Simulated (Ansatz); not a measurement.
# Pressure coefficients of BaTiO$_{3}$

```
Ba Ti O
1.0
     2.82767    1.63255    2.31773
    -2.82767    1.63255    2.31773
     0.00000   -3.26511    2.31773
Ba Ti O
1 1 3
Direct
  0.00000 0.00000 0.00000
  0.51400 0.51400 0.51400
  0.49160 0.49160 0.98150
  0.49160 0.98150 0.49160
  0.98150 0.49160 0.49160
```

The cell comes from COD entry 9014756, which wasn't checked; take it as a given geometry.

Spin–orbit coupling is left out, though it moves levels of the heavy atoms by tenths of an eV or more.

All numbers below come from DFT, LDA, all-electron LAPW, scalar-relativistic in Ansatz 0.2.0.

Sampling and basis: a Γ-centred 9×9×9 k mesh, Fermi–Dirac smearing of 0.05 eV, basis error target 1 meV/atom, no spin polarisation.

The cell is scaled evenly with fractional coordinates held. Semilocal gaps are too small, but their slopes carry over better.

```csv
V/V(cell),P (GPa),gap on the k mesh (eV)
0.9600,1.28,2.460
0.9900,-4.30,2.381
1.0000,-5.96,2.355
1.0200,-9.01,2.304
```

(1) From the rows at 0.9900 and 1.0200, what is the bulk modulus at the cell's volume?

(2) What are the gap's volume deformation potential and pressure coefficient?

(3) Predict the row at V/V(cell) = 1.0600. How far is a linear estimate of P off?

## Answers

(1) B = −ΔP/Δln V = −[(-9.01) − (-4.30)]/0.02985 = 157.8 GPa. This is the modulus at -5.96 GPa, not at zero pressure.

(2) dEg/dln V = (2.304 − 2.381)/0.02985 = -2.58 eV, and dEg/dP = −(dEg/dln V)/B = 16 meV/GPa: pressure widens the gap.

(3) P = -14.17 GPa, gap 2.205 eV. The linear estimate P(cell) − B ln(V/V(cell)) = -15.15 GPa misses by 0.98 GPa, since the modulus falls on expansion.
